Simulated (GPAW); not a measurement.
# BN (Fmm2) in GPAW: settings compared

The runs below take BN through dielectric tensor, with PBEsol, PBE.

Program: GPAW 26.7.0. These are calculated values, not measurements. Logs are shortened: lines on timing, memory, paths and dates and some standing lists are left out, and cuts for length are marked. The log counts tension as positive stress, the text compression.

**1. The crystal as given**

The structure is orthorhombic, space group Fmm2 (No. 42). Conventional cell: a = 2.503 Å, b = 6.991 Å, c = 4.332 Å, α = 90.00°, β = 90.00°, γ = 90.00°. N (site symmetry mm2) is surrounded by 3 B at 1.44 Å. B (site symmetry mm2) has 3 N at 1.44 Å as nearest neighbours.

Measurements of this composition are mostly on another form, of space group No. 194.

**2. Dielectric tensor, PBEsol**

Contents of run.py:

```python
import numpy as np
from ase import Atoms
from ase.dft.bandgap import bandgap
from ase.io import write
from gpaw import GPAW, PW, setup_paths
from gpaw.response.df import DielectricFunction

setup_paths.insert(0, '.')

atoms = Atoms(['N', 'B'],
              cell=[[0.0, 3.49531583, 2.16609124],
                    [1.2516321, 0.0, 2.16609124],
                    [1.2516321, 3.49531583, 0.0]],
              scaled_positions=[[0.66665134, 0.66665134, 0.33334866],
                                [0.00004865, 0.00004865, 0.99995135]],
              pbc=True)

calc = GPAW(mode=PW(600),
            xc='PBEsol',
            kpts={'size': (10, 10, 10), 'gamma': True},
            occupations={'name': 'fermi-dirac', 'width': 0.001},
            nbands=11,
            convergence={'density': 1e-06},
            maxiter=150,
            txt='gpaw.txt')
atoms.calc = calc
energy = atoms.get_potential_energy()
calc.write('gs.gpw')
write('result.traj', atoms)
print(f'Energy: {energy:.6f} eV')
print('Fermi level:', round(calc.get_fermi_level(), 4), 'eV')
print(f'Gap: {bandgap(calc)[0]:.4f} eV, direct: {bandgap(calc, direct=True)[0]:.4f} eV')

for size in [(17, 17, 17)]:
    name = 'x'.join(str(n) for n in size)
    dense = calc.fixed_density(kpts={'size': size, 'gamma': True},
                               nbands=30, convergence={'bands': 24, 'eigenstates': 1e-7},
                               update_fermi_level=True, txt=f'dense-{name}.txt')
    dense.write(f'{name}.gpw', mode='all')
    df = DielectricFunction(f'{name}.gpw', frequencies=np.array([0.0]), hilbert=False, eta=0.001,
                            ecut=80, nbands=24, intraband=False, txt=f'df-{name}.txt')
    for xc in ['RPA']:
        for direction in ['x', 'y', 'z', [0, 1, 1], [1, 0, 1], [1, 1, 0]]:
            e0, e = df.get_macroscopic_dielectric_constant(xc=xc, direction=direction)
            print(f'{name} {xc} {direction}: {e0:.4f} without, {e:.4f} with local fields')
```

Potentials or basis: PAW data sets generated in the run's folder for this functional, pw.

Started as:

```sh
gpaw-setup -f PBEsol B N
OMP_NUM_THREADS=1 python run.py
```

gpaw.txt:

```text
__  _  _
 | _ |_)|_||  |
 |__||  | ||/\| - 26.7.0

Input parameters:
  mode=PW(ecut=600.0),
  convergence={'density': 1e-06},
  kpts=MonkhorstPack(size=(10, 10, 10), gamma=True),
  maxiter=150,
  nbands=11,
  occupations=Occupations(name='fermi-dirac', width=0.001),
  xc=XC(name='PBEsol')

Diagonalizing LCAO Hamiltonian
Converting LCAO to pw mode

       N

       B

Atoms  # Å, Bohr magnetons
|   | symbol |        x |        y |        z |    initial magnetic moments |
|---|--------|----------|----------|----------|-----------------------------|
| 0 |      N | 1.251632 | 3.495316 | 2.888055 | ( 0.0000,  0.0000,  0.0000) |
| 1 |      B | 1.251632 | 3.495316 | 0.000211 | ( 0.0000,  0.0000,  0.0000) |

Unit cell  # Å
| periodic |        x |        y |        z |  lengths |    angles |
|----------|----------|----------|----------|----------|-----------|
|      yes | 0.000000 | 3.495316 | 2.166091 | 4.112078 | 80.289625 |
|      yes | 1.251632 | 0.000000 | 2.166091 | 2.501706 | 36.845822 |
|      yes | 1.251632 | 3.495316 | 0.000000 | 3.712656 | 62.864553 |

Number of symmetries: 4
Symmetry operations  # r_c * U_cc + t_c -> r_c
|   | kind |            matrix            |
|---|------|------------------------------|
| 0 |  σ   |  1, 0, 0,  1, 0,-1,  1,-1, 0 |
| 1 |  E   |  1, 0, 0,  0, 1, 0,  0, 0, 1 |
| 2 |  C2  |  0, 1,-1,  1, 0,-1,  0, 0,-1 |
| 3 |  σ   |  0, 1,-1,  0, 1, 0, -1, 1, 0 |

BZ-sampling:
  Number of BZ points: 1000
  Number of IBZ points: 171

  Monkhorst-Pack size: [10, 10, 10]
  Monkhorst-Pack shift: [0.05, 0.05, 0.05]

K-points  # in reciprocal-cell coordinates
|     |                                coordinates |     weight |
|-----|--------------------------------------------|------------|
|   0 | (  0.00000000,   0.00000000,   0.00000000) | 0.00100000 |
|   1 | (  0.00000000,   0.10000000,   0.10000000) | 0.00200000 |
|   2 | (  0.00000000,   0.20000000,   0.20000000) | 0.00200000 |
|   3 | (  0.00000000,   0.30000000,   0.30000000) | 0.00200000 |
|   4 | (  0.00000000,   0.40000000,   0.40000000) | 0.00200000 |
|   5 | (  0.00000000,   0.50000000,   0.50000000) | 0.00100000 |
|   6 | (  0.10000000,  -0.40000000,   0.50000000) | 0.00200000 |
|   7 | (  0.10000000,   0.00000000,   0.10000000) | 0.00200000 |
|   8 | (  0.10000000,   0.10000000,   0.00000000) | 0.00200000 |
|   9 | (  0.10000000,   0.10000000,   0.10000000) | 0.00800000 |
| ... |                                            |            |
| 170 | (  0.50000000,   0.50000000,   0.50000000) | 0.00400000 |

Plane wave coefficients: 654
Cutoff: 600.0 eV

Spin-components: 1 (collinear spins)
Bands:           11
Projectors:      10
Spin-degeneracy: 2
Datatype:        complex128

Parallelization:
  kpt:    1
  domain: 1
  band:   1

Density:
  Valence electrons: 8.0
  Components: 1
  Grid points: [24 24 24]
  Charge: 0.0  # |e|

Potential:
  Grid points: [24 24 24]

species:
  N:
    name:    Nitrogen
    Z:       7.0
    valence: 5
    core:    2
    charge:  0.0  # [|e|]
    compensation charges:
      type: gauss
      rc: 0.18  # [Å]
      lmax: 2
    cutoffs:
      filter: 1.11  # [Å]
      core: 0.96  # [Å]
    projectors
    | kind |    occ | energy [eV] | rcut [Å] |
    |------|--------|-------------|----------|
    |   2s |  2.000 |     -18.455 |    0.603 |
    |   2p |  3.000 |      -7.035 |    0.529 |
    |    s |        |       8.756 |    0.603 |
    |    p |        |      20.177 |    0.529 |
    |    d |        |       0.000 |    0.577 |

    Using partial waves for N as LCAO basis

  B:
    name:    Boron
    Z:       5.0
    valence: 3
    core:    2
    charge:  0.0  # [|e|]
    compensation charges:
      type: gauss
      rc: 0.20  # [Å]
      lmax: 2
    cutoffs:
      filter: 1.14  # [Å]
      core: 1.42  # [Å]
    projectors
    | kind |    occ | energy [eV] | rcut [Å] |
    |------|--------|-------------|----------|
    |   2s |  2.000 |      -9.361 |    0.635 |
    |   2p |  1.000 |      -3.555 |    0.635 |
    |    s |        |      17.850 |    0.635 |
    |    p |        |      23.657 |    0.635 |
    |    d |        |       0.000 |    0.635 |

    Using partial waves for B as LCAO basis

Reference energy: -2141.827435  # eV

eigensolver:
  PPCG
  Converge bands: occupied
  niter=2

density mixing:
  MSR1-Mixer
  Pratt-step length: 0.05
  Maximum mixing coefficient: 0.75
  Old densities: 10
  SVD Regularization: 0.005
  Good broyden scale: 1.0
  Trust region scale: 1.0
  Backstep threshold: 4.0
  History deletion threshold: 6.0
  Fourier metric: weight=20.0, sigma=0.015

occupation numbers:
  Fermi-Dirac:
    width: 0.0010  # eV

poisson solver:
  ecut: 4800.0  # eV

xc functional:
  name: PBEsol with 2 nearest neighbor stencil

convergence criteria:
- Maximum integral of absolute [dens]ity change: 1e-06 electrons / valence electron
- Maximum [total energy] change in last 3 cyles: 0.0005 eV / valence electron
- Maximum integral of absolute [eigenst]ate change: 4e-08 eV^2 / valence electron
maximum number of iterations: 150

SCF iterations
|iter     | |      energy | eigst |  dens |
|---------|-|-------------|-------|-------|
|iter:   1| |  -19.769200 | +0.45 |       |
|iter:   2| |  -19.459066 | -1.36 | -0.65 |
|iter:   3| |  -18.237469 | -1.05 | -0.69 |
|iter:   4| |  -18.210947 | -2.54 | -1.34 |
|iter:   5| |  -18.208899 | -3.29 | -1.73 |
|iter:   6| |  -18.208965c| -4.68 | -2.34 |
|iter:   7| |  -18.208967c| -6.37 | -3.49 |
|iter:   8| |  -18.208967c| -7.83c| -4.03 |
|iter:   9| |  -18.208967c| -8.64c| -5.30 |
|iter:  10| |  -18.208967c| -9.35c| -5.86 |
|iter:  11| |  -18.208967c|-10.01c| -6.81c|

Converged in 11 steps
Energy contributions relative to reference atoms: (reference = -2141.827435)

Energy contributions:
  Kinetic:          17.087161
  Coulomb:         -17.111178
  Zero:             -0.001170
  External:          0.000000
  Xc:              -18.183780
  Entropy:          -0.000000
  Spinorbit:         0.000000
  ----------------------------
  Free energy:     -18.208967
  Extrapolated:    -18.208967

dipole moment: (0.000001, 0.000003, -5.737288)  # |e|*Ang

Fermi level: 4.140
Eigenvalues  # (at kpt = [0.000, 0.000, 0.000])
| band index |      eig [eV] | occ [0-2] |
|------------|---------------|-----------|
|          0 |       -14.278 |     2.000 |
|          1 |        -0.942 |     2.000 |
|          2 |         2.180 |     2.000 |
|          3 |         2.191 |     2.000 |
|          4 |         8.241 |     0.000 |
|          5 |        15.045 |     0.000 |
|          6 |        15.106 |     0.000 |
|          7 |        16.521 |     0.000 |
|          8 |        17.969 |     0.000 |
|          9 |        28.943 |     0.000 |
|         10 |        30.147 |     0.000 |

Gap: 3.794 eV
Transition (v -> c):
  (s=0, k=158, n=3, [0.50, 0.40, -0.20]) -> (s=0, k=5, n=4, [0.00, 0.50, 0.50])
Direct/indirect transitions are different
Direct gap: 4.687 eV
Transition at: (s=0, k=3, n=3, [0.00, 0.30, 0.30])
# Writing to gs.gpw (mode='')
```

Wall time 16 min (1 thread of Intel Xeon at 2.50GHz (Skylake/Cascade Lake), shared host); peak memory 0.64 GiB.

What came out:

* Free energy: -18.2090 eV
* Band gap on the k mesh: 3.79 eV, indirect (least direct gap 4.69 eV)
* Electronic dielectric tensor (diagonal): 4.54, 2.35, 4.56

Electronic dielectric tensor:
```
4.54 0.00 0.00
0.00 2.35 0.00
0.00 0.00 4.56
```

Caveat: the long-wavelength limit can be off by a per cent or two; an odd mesh through Γ misses points on the zone boundary, where band edges often lie; the program warned that so skewed a cell can give wrong results.

**3. Dielectric tensor, PBE**

run.py: that of step 2 with these lines changed.

```diff
@@ -4,6 +4,4 @@
 from ase.io import write
-from gpaw import GPAW, PW, setup_paths
+from gpaw import GPAW, PW
 from gpaw.response.df import DielectricFunction
-
-setup_paths.insert(0, '.')
 
@@ -18,3 +16,3 @@
 calc = GPAW(mode=PW(600),
-            xc='PBEsol',
+            xc='PBE',
             kpts={'size': (10, 10, 10), 'gamma': True},
```

Potentials or basis: GPAW PAW data sets (gpaw-data 1.2.1), pw.

Started as:

```sh
OMP_NUM_THREADS=1 python run.py
```

gpaw.txt:

```text
__  _  _
 | _ |_)|_||  |
 |__||  | ||/\| - 26.7.0

Input parameters:
  mode=PW(ecut=600.0),
  convergence={'density': 1e-06},
  kpts=MonkhorstPack(size=(10, 10, 10), gamma=True),
  maxiter=150,
  nbands=11,
  occupations=Occupations(name='fermi-dirac', width=0.001),
  xc=XC(name='PBE')

Diagonalizing LCAO Hamiltonian
Converting LCAO to pw mode

       N

       B

Atoms  # Å, Bohr magnetons
|   | symbol |        x |        y |        z |    initial magnetic moments |
|---|--------|----------|----------|----------|-----------------------------|
| 0 |      N | 1.251632 | 3.495316 | 2.888055 | ( 0.0000,  0.0000,  0.0000) |
| 1 |      B | 1.251632 | 3.495316 | 0.000211 | ( 0.0000,  0.0000,  0.0000) |

Unit cell  # Å
| periodic |        x |        y |        z |  lengths |    angles |
|----------|----------|----------|----------|----------|-----------|
|      yes | 0.000000 | 3.495316 | 2.166091 | 4.112078 | 80.289625 |
|      yes | 1.251632 | 0.000000 | 2.166091 | 2.501706 | 36.845822 |
[... 150 lines left out ...]
|iter:   7| |  -17.456505c| -6.26 | -3.45 |
|iter:   8| |  -17.456505c| -7.72c| -3.96 |
|iter:   9| |  -17.456505c| -8.62c| -5.21 |
|iter:  10| |  -17.456505c| -9.31c| -5.75 |
|iter:  11| |  -17.456505c|-10.09c| -6.71c|

Converged in 11 steps
Energy contributions relative to reference atoms: (reference = -2151.211071)

Energy contributions:
  Kinetic:          16.739069
  Coulomb:         -16.723357
  Zero:             -0.002226
  External:          0.000000
  Xc:              -17.469992
  Entropy:          -0.000000
  Spinorbit:         0.000000
  ----------------------------
  Free energy:     -17.456505
  Extrapolated:    -17.456505

dipole moment: (0.000000, 0.000000, -5.750523)  # |e|*Ang

Fermi level: 4.169
Eigenvalues  # (at kpt = [0.000, 0.000, 0.000])
| band index |      eig [eV] | occ [0-2] |
|------------|---------------|-----------|
|          0 |       -14.232 |     2.000 |
|          1 |        -0.831 |     2.000 |
|          2 |         2.241 |     2.000 |
|          3 |         2.252 |     2.000 |
|          4 |         8.511 |     0.000 |
|          5 |        15.182 |     0.000 |
|          6 |        15.242 |     0.000 |
|          7 |        16.631 |     0.000 |
|          8 |        18.078 |     0.000 |
|          9 |        29.261 |     0.000 |
|         10 |        30.407 |     0.000 |

Gap: 3.900 eV
Transition (v -> c):
  (s=0, k=158, n=3, [0.50, 0.40, -0.20]) -> (s=0, k=5, n=4, [0.00, 0.50, 0.50])
Direct/indirect transitions are different
Direct gap: 4.744 eV
Transition at: (s=0, k=3, n=3, [0.00, 0.30, 0.30])
# Writing to gs.gpw (mode='')
```

df-17x17x17.txt:

```text
FrequencyGridDescriptor(from 0.000 to 0.000 eV, 1 points)
FrequencyGridDescriptor(from 0.000 to 0.000 eV, 1 points)

Calculating chi0 body with:
    Ground state adapter containing:
    Number of spins: 1
    Number of kpoints: 4913
    Number of irreducible kpoints: 729
    Number of completely occupied states: 4
    Number of partially occupied states: 4

    Linear response parametrization:
    q_c: [0.0, 0.0, 0.0]
    Number of frequency points: 1
    Planewave cutoff: 80.0
    Number of bands: 24
    Number of planewaves: 27
    Broadening (eta): 0.001

Integrating chi0 body.

Symmetries of q_c:
    Direct symmetries (Uq -> q): 4
    Indirect symmetries (TUq -> q): 4
In total 8 allowed symmetries.

Integral kind: response function

Calculating chi0 optical extensions with:
    Ground state adapter containing:
    Number of spins: 1
    Number of kpoints: 4913
    Number of irreducible kpoints: 729
    Number of completely occupied states: 4
    Number of partially occupied states: 4

    Linear response parametrization:
    Number of frequency points: 1
    Planewave cutoff: 80.0
    Number of bands: 24
    Number of planewaves: 27
    Broadening (eta): 0.001
Integrating chi0 head and wings.

Symmetries of q_c:
    Direct symmetries (Uq -> q): 4
    Indirect symmetries (TUq -> q): 4
In total 8 allowed symmetries.

Integral kind: response function wings

Finished calculating chi0
```

Run time: 14 min. Hardware: 1 thread of Intel Xeon at 2.50GHz (Skylake/Cascade Lake), shared host; peak memory 0.64 GiB.

Results:

```
Free energy                             : -17.4565 eV
Band gap on the k mesh                  : 3.90 eV, indirect (least direct gap 4.74 eV)
Electronic dielectric tensor (diagonal) : 4.46, 2.30, 4.47
```

Electronic dielectric tensor:
```
4.46 0.00 0.00
0.00 2.30 0.00
0.00 0.00 4.47
```

Caveat: the long-wavelength limit can be off by a per cent or two; an odd mesh through Γ misses points on the zone boundary, where band edges often lie; the program warned that so skewed a cell can give wrong results. A hybrid or GW would open this gap; PBE tends to underestimate it.
